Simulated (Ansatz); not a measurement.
# SnSe: Wannier functions and tight-binding models, part 3 of 3

Where do the localised orbitals of SnSe sit, how far are they spread, and how do the settings change that? Plan: PBE, anion s p, 6×6×6; PBE, anion s p, 4×4×4; PBE, anion p, 6×6×6; PBE, all s p, disentangled, 6×6×6; PBE, cation s and anion p, disentangled, 6×6×6; r2SCAN, anion s p, 6×6×6; r2SCAN, cation s and anion p, disentangled, 6×6×6; r2SCAN, anion p, 6×6×6; HSE06, anion s p, 6×6×6; HSE06, anion p, 6×6×6 (level, trial orbitals, Wannier mesh).

Ansatz 0.2.0; plane waves, PAW; no spin-orbit coupling unless a run is so named. Earlier steps stand in the parts before.

## 8. r2SCAN, cation s and anion p, disentangled, 6×6×6

Input file input.yaml:

```yaml
crystal:
  lattice:
    - [0.0, 2.9848894956, 2.9848894956]
    - [2.9848894956, 0.0, 2.9848894956]
    - [2.9848894956, 2.9848894956, 0.0]
  atoms:
    - { symbol: Sn, position: [0.0, 0.0, 0.0] }
    - { symbol: Se, position: [0.5, 0.5, 0.5] }
kpoints:
  mp_grid: { grid: [6, 6, 6] }
  band_path:
    path:
      - [[0.0, 0.0, 0.0], [0.5, 8.535277504217e-36, 0.5], [0.625, 0.25, 0.625]]
      - [[0.375, 0.375, 0.75], [0.0, 0.0, 0.0], [0.5, 0.5, 0.5], [0.5, 0.25, 0.75], [0.5, 8.535277504217e-36, 0.5]]
    npoints: 10
hamiltonian:
  xc: r2scan
scf:
  occupations: { method: fixed }
  n_extra_bands: 6
output:
  forces: false
  stress: false
  eigenvalues: true
  wannier:
    kmesh: [6, 6, 6]
    projections: [{ species: Sn, l: s, shell: 5 }, { species: Se, l: p, shell: 4 }]
    minimise: true
    write_hr: true
    conv_tol: 1.0e-08
    max_iter: 3000
    disentanglement: { window: [-0.44, 22.13], frozen_window: [7.06, 10.33] }
  write_density: true
  write_potential: true
  elf: true
  volumetric_format: npy
```

The run is started by

```console
$ ansatz run input.yaml --threads 4 --pin off --max-ram 3686MiB --backend cpu --events-out ev --progress --plain --runs-dir out
```

Standard output, shortened:

```text
Warning: RAYON_NUM_THREADS=4 ignored (pool sized by the plan → 4); use --threads N
scf.n_extra_bands = 6 over 15 filled bands (N_el = 30.0): the run solves 21 bands
[...]
Pseudopotentials: kind: paw
Pseudopotential: Sn, paw, valence charge 14, recommended cutoff 500 eV (meta_gga), Sn.paw.azcp
Pseudopotential: Se, paw, valence charge 16, recommended cutoff 500 eV (meta_gga), Se.paw.azcp
Functional definition: r2SCAN
[...]
Crystal: 2 atoms, lattice volume = 53.188 Å³
Basis set: ecut = 500 eV, 1363 PW (Γ), exchange–correlation on 128×128×128 points (64 copies of the dense FFT grid, shifted against one another)
[...]
SCF converged after 6 iterations
Free energy (F): -11517.599913 eV
[...]
E sigma→0 (E₀):  -11517.599913 eV
Fermi energy:    9.558341 eV
[...]
--- Band table (eV; the first three rows and the last of 16) ---
[... band rows left out ...]
[...]
Wannier search: line search 1 of at most 3000: gauge-dependent spread (as the search counts it) 1.2198695 Å², largest recent change 2.2e0 Å² and fall left 3.1e-2 Å² against conv_tol 1.0e-8 Å², 0 stops escaped
WARN: <dir> by an estimate from the overlaps, the levels of the selected subspace lie 0.103 eV from the frozen bands on average, midway between mesh points. Up to 0.02 eV counts as a good interpolation. More projections, another frozen window or a finer output.wannier.kmesh can bring them closer
```

Run time: 6.4 s. Hardware: 4 threads of Arm Neoverse V1, shared host; peak memory 0.55 GiB.

The windows are typed on the program's own energy scale, on which the last band filled by count tops at 9.70 eV.

The head of wannier.spreads.toml:

```toml
omega_i_ang2 = 16.455528383817935
omega_d_ang2 = 0.256401635341923
omega_od_ang2 = 0.8882510535514602
omega_total_ang2 = 17.60018107271132
least_projectability = -5.52502650835035e-17
b_vectors_match_mmn = true
n_iter = 38
converged = true
rejected_fitted_steps = 0
dis_converged = true
dis_n_iter = 51
dis_n_moved = 1
dis_level_miss = 0.10347800701887133
```

The functions (centres in Å, on-site energies from the highest level of the last filled band):

```csv
n,x,y,z,spread (Å²),on-site (eV),nearest atoms,distance (Å)
1,1.492,1.492,-1.492,4.815,0.517,8 atoms,2.58
2,2.997,3.009,2.973,4.262,-2.572,Se2,0.03
3,2.961,2.973,2.973,4.262,-2.572,Se2,0.03
4,2.997,2.973,3.009,4.262,-2.572,Se2,0.03
```

Along the path each interpolated band stays within 1.13, 1.19, 0.70, 2.66 eV of the nearest computed level, from the lowest band up; bands outside the frozen window needn't match, and between the mesh's points a coarse mesh lets the others stray too.

Misses of an eV or more mean that the model does not follow those bands.

The least projectability is 0.00: some state is hardly reached by the trial orbitals.

## 9. r2SCAN, anion p, 6×6×6

Changes to input.yaml since step 8:

```diff
@@ -26,3 +26,3 @@
     kmesh: [6, 6, 6]
-    projections: [{ species: Sn, l: s, shell: 5 }, { species: Se, l: p, shell: 4 }]
+    projections: [{ species: Se, l: p, shell: 4 }]
     minimise: true
@@ -31,3 +31,2 @@
     max_iter: 3000
-    disentanglement: { window: [-0.44, 22.13], frozen_window: [7.06, 10.33] }
   write_density: true
```

The run is started by

```console
$ ansatz run input.yaml --threads 4 --pin off --max-ram 3686MiB --backend cpu --events-out ev --progress --plain --runs-dir out
```

Standard output:

```text
Warning: RAYON_NUM_THREADS=4 ignored (pool sized by the plan → 4); use --threads N
scf.n_extra_bands = 6 over 15 filled bands (N_el = 30.0): the run solves 21 bands
[... 5 set-up lines as earlier in the session ...]
  parameter k0 = 0.174
  parameter k1 = 0.065
  parameter a1 = 4.9479
  exchange = r2scan_x(k0 = k0, k1 = k1, a1 = a1)
  correlation = r2scan_c
Crystal: 2 atoms, lattice volume = 53.188 Å³
Basis set: ecut = 500 eV, 1363 PW (Γ), exchange–correlation on 128×128×128 points (64 copies of the dense FFT grid, shifted against one another)
Bands: 21, of which v1, the nominal top of the filled ones, is band 15 counted from 1 (14 counted from 0)
[... 2 set-up lines as earlier in the session ...]
k-points: 16 of 216
[... 3 set-up lines as earlier in the session ...]
PAW frozen core: Sn, regenerated for the run's functional (the file was generated under x = pbe(κ = 0.804, μ = 0.2195149727645171), c = pbe(β = 0.06672455060314922))
PAW frozen core: Se, regenerated for the run's functional (the file was generated under x = pbe(κ = 0.804, μ = 0.2195149727645171), c = pbe(β = 0.06672455060314922))
PAW one-centre angular grid: Sn, 590 points (default); XC on 249 of its mesh's 2787 points in the sphere
PAW one-centre angular grid: Se, 590 points (default); XC on 160 Gauss nodes
[... 2 set-up lines as earlier in the session ...]
Functional: x = r2scan, c = r2scan; τ floored in thin density (d = 2e-4 eV/Å³)
SCF iter   1: F=—  HF=-11517.591699 eV  |F-HF|=—  |Δ(HF+E_count)|=         —  Δρ=4.25e-3  dr2=9.99e-3  dr2_τ=1.81e-3  ethr=1.77e-3  ⟨swp⟩=4.9  Hψ=1351  notcnv=0  defer=52
preconditioner: auto → none  [insulator: Δε(μ)=0.584 eV  Ē_g=20.229 eV  n_scr=14 (ndim 8)  ℏωp=22.8 eV  f_vac=0.013  ε∞_Penn≈2.3]
SCF iter   2: F=—  HF=-11517.599801 eV  |F-HF|=—  |Δ(HF+E_count)|=   8.10e-3  Δρ=1.56e-3  dr2=7.59e-4  dr2_τ=1.12e-4  ethr=3.33e-5  ⟨swp⟩=2.6  Hψ=755  notcnv=0  defer=58
SCF iter   3: F=—  HF=-11517.599898 eV  |F-HF|=—  |Δ(HF+E_count)|=   9.69e-5  Δρ=6.53e-4  dr2=1.70e-4  dr2_τ=3.79e-6  ethr=2.53e-6  ⟨swp⟩=3.0  Hψ=579  notcnv=0  defer=58
SCF iter   4: F=—  HF=-11517.599924 eV  |F-HF|=—  |Δ(HF+E_count)|=   2.53e-5  Δρ=1.57e-4  dr2=2.03e-5  dr2_τ=5.49e-7  ethr=5.68e-7  ⟨swp⟩=2.0  Hψ=417  notcnv=0  defer=58
SCF iter   5: F=—  HF=-11517.599913 eV  |F-HF|=—  |Δ(HF+E_count)|=   1.10e-5  Δρ=2.56e-5  dr2=3.89e-7  dr2_τ=8.22e-9  ethr=6.78e-8  ⟨swp⟩=2.2  Hψ=450  notcnv=0  defer=29
SCF iter   6: F=-11517.599913 eV  HF=-11517.599913 eV  |F-HF|=1.33e-8  |Δ(HF+E_count)|=   2.04e-8  Δρ=5.82e-6  dr2=3.14e-8  dr2_τ=3.70e-10  ethr=3.33e-10  ⟨swp⟩=8.2  Hψ=1530  notcnv=0
SCF 1 converged in 6 iterations: F = -11517.599913 eV  dr2 = 3.14e-8
NSCF: frozen V_eff on 62 k-points
NSCF: frozen V_eff on 19 k-points
the Wannier pass solved 19 of the 216 points of its mesh, and has the states at the others by symmetry: states obtained by the crystal's operations at points that were solved too leave a residual of 2.96e-13 eV (read by the count's bands and the next), within 4.17e-6 eV
SCF converged after 6 iterations
Free energy (F): -11517.599913 eV
Harris-Foulkes:  -11517.599913 eV  (|F-HF|=1.33e-8)
Internal energy: -11517.599913 eV  (E = F + TS)
E sigma→0 (E₀):  -11517.599913 eV
Fermi energy:    9.558341 eV
--- Per-component energies (eV) ---
  E_band       = -489.591676
  E_kinetic    = 303.606885
  E_local      = -3283.496148  (includes V_loc(G=0)·N_el)
  E_nonlocal   = -628.557624
  E_hartree    = 1734.590614
  E_xc         = -474.259230
  E_vxc        = -211.425182  (∫ρ·V_xc dr)
  E_paw        = -6080.306314  (= ΣΔE_a)
  E_vpaw       = -150.668472  (= ΣTr[D̂ρ^β])
  E_aug_tail   = -0.000212  (compensation charges beyond the density's cutoff)
  E_vtau       = 11.771225  (kinetic-family band-sum trace: ∫τ·v_τ [+ j·A + Jᵃ·Aᵃ] dr)
  E_ewald      = -3088.148434
  E_core_change = -1.029450  (= ΣΔE_core)
  E_smearing   = -0.000000  (= −TS)
  E_closure    = 0.000000  (closes the sum)
  Σ components = -11517.599913   (vs F -11517.599913, Δ=0.00e0)
--- Band table (eV; the first three rows and the last of 16) ---
  k-point 0: bands = ["-39.3146", "-39.3146", "-39.3112", "-39.3112", "-39.3112", "-13.0438", "-13.0438", "-13.0438", "-13.0417", "-13.0417", "-5.3433", "4.4113", "6.8444", "6.8444", "6.8444", "14.0276", "14.0276", "14.0276", "15.5826", "15.5826", "15.5826"]
  k-point 1: bands = ["-39.3146", "-39.3146", "-39.3112", "-39.3111", "-39.3111", "-13.0448", "-13.0448", "-13.0431", "-13.0397", "-13.0397", "-5.1347", "3.2259", "6.8871", "6.8871", "7.8078", "12.6638", "12.7891", "12.7891", "15.6288", "16.2457", "16.2457"]
  k-point 2: bands = ["-39.3146", "-39.3146", "-39.3111", "-39.3111", "-39.3111", "-13.0499", "-13.0499", "-13.0418", "-13.0325", "-13.0325", "-4.6326", "1.5979", "7.0187", "7.0187", "8.9153", "11.0307", "11.2914", "11.2914", "16.5832", "17.9696", "17.9696"]
  k-point 15: bands = ["-39.3146", "-39.3145", "-39.3112", "-39.3110", "-39.3110", "-13.0712", "-13.0445", "-13.0388", "-13.0310", "-13.0240", "-3.9679", "2.3269", "3.8089", "4.7275", "7.4433", "12.2420", "13.6530", "15.2150", "15.9719", "18.7636", "21.2364"]
Wannier search: line search 1 of at most 3000: gauge-dependent spread (as the search counts it) 0.1209174 Å², largest recent change 5.7e-3 Å² and fall left 1.4e-6 Å² against conv_tol 1.0e-8 Å², 0 stops escaped
```

It took 2.7 s on 4 threads of Arm Neoverse V1, shared host; peak memory 0.47 GiB.

wannier.win names the bands that the functions span: combinations of 12-15 (counted from 1; 15 are filled). Combinations are drawn from entangled bands, so such a model needn't follow any one band.

The head of wannier.spreads.toml:

```toml
omega_i_ang2 = 10.356108672731963
omega_d_ang2 = 0.0000000000000000000000007235353924390467
omega_od_ang2 = 0.12091593263735728
omega_total_ang2 = 10.477024605369321
least_projectability = 0.6955812528891514
b_vectors_match_mmn = true
n_iter = 7
converged = true
rejected_fitted_steps = 0
```

The functions (centres in Å, on-site energies from the highest level of the last filled band):

```csv
n,x,y,z,spread (Å²),on-site (eV),nearest atoms,distance (Å)
1,2.985,2.985,2.985,3.492,-4.572,Se2,0.00
2,2.985,2.985,2.985,3.492,-4.572,Se2,0.00
3,2.985,2.985,2.985,3.492,-4.572,Se2,0.00
```

Along the path each interpolated band stays within 1.77, 0.88, 1.86 eV of the nearest computed level, from the lowest band up.

Misses of an eV or more mean that the model does not follow those bands.

## 10. HSE06, anion s p, 6×6×6

Input file input.yaml:

```yaml
crystal:
  lattice:
    - [0.0, 2.9848894956, 2.9848894956]
    - [2.9848894956, 0.0, 2.9848894956]
    - [2.9848894956, 2.9848894956, 0.0]
  atoms:
    - { symbol: Sn, position: [0.0, 0.0, 0.0] }
    - { symbol: Se, position: [0.5, 0.5, 0.5] }
kpoints:
  mp_grid: { grid: [6, 6, 6] }
  band_path:
    path:
      - [0.0, 0.0, 0.0]
      - [0.5, 0.0, 0.5]
      - [0.625, 0.25, 0.625]
      - [0.375, 0.375, 0.75]
      - [0.5, 0.5, 0.5]
      - [0.5, 0.25, 0.75]
      - [-0.060547, -0.042155, 0.479411]
      - [0.5, 0.475, 0.525]
    npoints: 1
hamiltonian:
  xc: hse06
scf:
  occupations: { method: fixed }
  n_extra_bands: 6
output:
  forces: false
  stress: false
  eigenvalues: true
  wannier:
    kmesh: [6, 6, 6]
    projections: [{ species: Se, l: s, shell: 4 }, { species: Se, l: p, shell: 4 }]
    minimise: true
    write_hr: true
    conv_tol: 1.0e-08
    max_iter: 3000
```

The run is started by

```console
$ ansatz run input.yaml --threads 4 --pin off --max-ram 3686MiB --backend cpu --events-out ev --progress --plain --runs-dir out
```

Standard output, shortened:

```text
Warning: RAYON_NUM_THREADS=4 ignored (pool sized by the plan → 4); use --threads N
scf.n_extra_bands = 6 over 15 filled bands (N_el = 30.0): the run solves 21 bands
[...]
[... 3 set-up lines as earlier in the session ...]
Functional definition: HSE06
[...]
davidson cushion auto → on  (no smearing: the cushion is to keep the highest requested band from converging to the state above it; pin scf.eigensolver.cushion to override)
[...]
Free energy (F): -11499.657862 eV
Frozen-core exchange: fock
[...]
E sigma→0 (E₀):  -11499.657862 eV
Fermi energy:    9.528111 eV
[...]
--- Band table (eV; the first three rows and the last of 16) ---
[... band rows left out ...]
[...]
Wannier search: line search 1 of at most 3000: gauge-dependent spread (as the search counts it) 2.5303108 Å², largest recent change 1.1e-1 Å² and fall left 2.5e-4 Å² against conv_tol 1.0e-8 Å², 0 stops escaped
WARN: <dir> 4 periodic images of 4 elements of H(R) lie 4.88e-4 to 1.95e-3 Å beyond their element's nearest image, near the 9.77e-4 Å window within which an element is shared among its images; whether they share it moves the interpolated H(k) by 6.6e-3 eV (Frobenius norm, root mean square [...]
```

It took 1.9 min on 4 threads of Arm Neoverse V1, shared host; peak memory 1.9 GiB.

wannier.win names the bands that the functions span: 11, combinations of 12-15 (counted from 1; 15 are filled). Combinations are drawn from entangled bands, so such a model needn't follow any one band.

The head of wannier.spreads.toml:

```toml
omega_i_ang2 = 8.955482934183252
omega_d_ang2 = 0.001575511965547018
omega_od_ang2 = 1.3915618556425806
omega_total_ang2 = 10.34862030179138
least_projectability = 0.6979828313806687
b_vectors_match_mmn = true
n_iter = 60
converged = true
rejected_fitted_steps = 0
```

The functions (centres in Å, on-site energies from the highest level of the last filled band):

```csv
n,x,y,z,spread (Å²),on-site (eV),nearest atoms,distance (Å)
1,2.520,2.747,2.745,2.587,-7.518,Se2,0.57
2,2.981,2.886,3.548,2.587,-7.516,Se2,0.57
3,3.457,2.753,2.753,2.587,-7.518,Se2,0.57
4,2.982,3.548,2.889,2.587,-7.516,Se2,0.57
```

## 11. HSE06, anion p, 6×6×6

Changes to input.yaml since step 10:

```diff
@@ -32,3 +32,3 @@
     kmesh: [6, 6, 6]
-    projections: [{ species: Se, l: s, shell: 4 }, { species: Se, l: p, shell: 4 }]
+    projections: [{ species: Se, l: p, shell: 4 }]
     minimise: true
@@ -37 +37,5 @@
     max_iter: 3000
+  write_density: true
+  write_potential: true
+  elf: true
+  volumetric_format: npy
```

The run is started by

```console
$ ansatz run input.yaml --threads 4 --pin off --max-ram 3686MiB --backend cpu --events-out ev --progress --plain --runs-dir out
```

Standard output, shortened:

```text
Warning: RAYON_NUM_THREADS=4 ignored (pool sized by the plan → 4); use --threads N
scf.n_extra_bands = 6 over 15 filled bands (N_el = 30.0): the run solves 21 bands
[...]
[... 4 set-up lines as earlier in the session ...]
[...]
Free energy (F): -11499.657862 eV
Frozen-core exchange: fock
[...]
E sigma→0 (E₀):  -11499.657862 eV
Fermi energy:    9.528111 eV
[...]
--- Band table (eV; the first three rows and the last of 16) ---
[... band rows left out ...]
[...]
Wannier search: line search 1 of at most 3000: gauge-dependent spread (as the search counts it) 0.1200724 Å², largest recent change 5.5e-3 Å² and fall left 1.2e-6 Å² against conv_tol 1.0e-8 Å², 0 stops escaped
```

Run time: 1.9 min. Hardware: 4 threads of Arm Neoverse V1, shared host; peak memory 1.9 GiB.

wannier.win names the bands that the functions span: combinations of 12-15 (counted from 1; 15 are filled). Combinations are drawn from entangled bands, so such a model needn't follow any one band.

The head of wannier.spreads.toml:

```toml
omega_i_ang2 = 10.278692373562947
omega_d_ang2 = 0.00000000000000000000000007148874226100315
omega_od_ang2 = 0.12007105192515584
omega_total_ang2 = 10.398763425488102
least_projectability = 0.697982831380671
b_vectors_match_mmn = true
n_iter = 7
converged = true
rejected_fitted_steps = 0
```

The functions (centres in Å, on-site energies from the highest level of the last filled band):

```csv
n,x,y,z,spread (Å²),on-site (eV),nearest atoms,distance (Å)
1,2.985,2.985,2.985,3.466,-4.957,Se2,0.00
2,2.985,2.985,2.985,3.466,-4.957,Se2,0.00
3,2.985,2.985,2.985,3.466,-4.957,Se2,0.00
```

## 12. Comparison

```csv
run,functions,total spread (Å²),invariant part (Å²),mean spread (Å²),largest miss of a band (eV),time
"PBE, anion s p, 6×6×6",4,10.949,9.551,2.737,1.93,1.5 s
"PBE, anion s p, 4×4×4",4,9.247,7.847,2.312,1.71,1.1 s
"PBE, anion p, 6×6×6",3,11.021,10.883,3.674,1.88,1.3 s
"PBE, all s p, disentangled, 6×6×6",8,13.676,11.009,1.709,0.77,5 s
"PBE, cation s and anion p, disentangled, 6×6×6",4,17.639,16.481,4.410,1.85,3.9 s
"r2SCAN, anion s p, 6×6×6",4,10.439,9.049,2.610,1.86,2.8 s
"r2SCAN, cation s and anion p, disentangled, 6×6×6",4,17.600,16.456,4.400,2.66,6.4 s
"r2SCAN, anion p, 6×6×6",3,10.477,10.356,3.492,1.86,2.7 s
"HSE06, anion s p, 6×6×6",4,10.349,8.955,2.587,not checked,1.9 min
"HSE06, anion p, 6×6×6",3,10.399,10.279,3.466,not checked,1.9 min
```

## 13. What came out

This closing draws on all 3 parts.

| quantity | value |
| --- | --- |
| total spread, PBE, anion s p, 6×6×6 | 10.95 Å² over 4 functions |
| total spread, PBE, anion s p, 4×4×4 | 9.25 Å² over 4 functions |
| total spread, PBE, anion p, 6×6×6 | 11.02 Å² over 3 functions |
| total spread, PBE, all s p, disentangled, 6×6×6 | 13.68 Å² over 8 functions |
| total spread, PBE, cation s and anion p, disentangled, 6×6×6 | 17.64 Å² over 4 functions |
| total spread, r2SCAN, anion s p, 6×6×6 | 10.44 Å² over 4 functions |
| total spread, r2SCAN, cation s and anion p, disentangled, 6×6×6 | 17.60 Å² over 4 functions |
| total spread, r2SCAN, anion p, 6×6×6 | 10.48 Å² over 3 functions |
| total spread, HSE06, anion s p, 6×6×6 | 10.35 Å² over 4 functions |
| total spread, HSE06, anion p, 6×6×6 | 10.40 Å² over 3 functions |
| centres of the first set | 0.57 Å from the nearest atom |

In words: With PBE, anion s p, 6×6×6 the 4 functions move off the atoms, with a mean spread of 2.74 Å²; 87 % of the total is gauge invariant. The total spread goes from 9.25 Å² on 4×4×4 to 10.95 Å² on 6×6×6: finite differences in k understate it on coarse meshes, while the largest miss of a band goes from 1.71 to 1.93 eV. On one set and mesh the functional gives 10.95 (PBE), 10.44 (r2SCAN), 10.35 (HSE06) Å². The disentangled models miss some band by up to 2.7 eV, which may lie outside their frozen windows.
